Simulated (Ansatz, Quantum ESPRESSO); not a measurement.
# AlN [001], wurtzite: uniaxial strain and lateral response

The c axis is held at a set length while the cell relaxes sideways. How do the lateral strain and the stress follow? The strained cell has c along the load; unstrained it is a = 3.1145 Å, b = 3.1145 Å, c = 4.9881 Å, α = 90.00°, β = 90.00°, γ = 120.00°, with 4 atoms.

Calculated with Quantum ESPRESSO 7.5, PBEsol, GBRV 1.5 ultrasoft potentials, cutoff 680 eV, Fermi–Dirac smearing 0.02 eV, k-mesh 10×10×6, no spin polarisation, no spin-orbit coupling.

Relaxed positions at 0 %:

```csv
atom,x,y,z
Al,0.3333,0.6667,0.0009
Al,0.6667,0.3333,0.5009
N,0.6667,0.3333,0.1191
N,0.3333,0.6667,0.6191
```

| ε_c (%) | a (Å) | c (Å) | ε_a (%) | σ (GPa, tension positive) |
| --- | --- | --- | --- | --- |
| −3 | 3.1362 | 4.8384 | 0.698 | −8.49 |
| −2 | 3.1284 | 4.8883 | 0.448 | −5.89 |
| −1 | 3.1212 | 4.9382 | 0.215 | −3.04 |
| 0 | 3.1145 | 4.9881 | 0.000 | 0.01 |
| 2 | 3.1026 | 5.0879 | −0.381 | 6.50 |
| 3 | 3.0973 | 5.1377 | −0.551 | 9.86 |

**Question.** Fit both responses and give the free strain and the stress at +1 %, a row left out above.

Least squares with y = y0 + y1 ε + y2 ε² (ε in %) gives ε_a = 0.000 + (−0.2078) ε + (0.0082) ε² and σ = −0.01 + (3.072) ε + (0.078) ε² GPa. The linear terms put the ratio of free to applied strain at −0.208 and the Young modulus at 307 GPa.

At +1 % the free strain comes out as −0.200 %. The run itself gives −0.199 %, so the estimate misses by 0.001 %, a rounding's worth.

The stress comes out as 3.14 GPa. The run itself gives 3.20 GPa, so the estimate misses by 0.06 GPa; the fitted rows themselves lie up to 0.06 GPa off the law.

The positive ε² term means that the crystal stiffens in tension.

The same fit over all rows at other levels or in other programs gives the strain ratio = −0.208 with PBEsol (Ansatz) and −0.206 with PBEsol (Quantum ESPRESSO, PseudoDojo).

[Logs are printed without paths, hosts, clocks, repeated set-up lines and the standing remarks that a program may print on its own settings, such as how far it seeks lower states.]
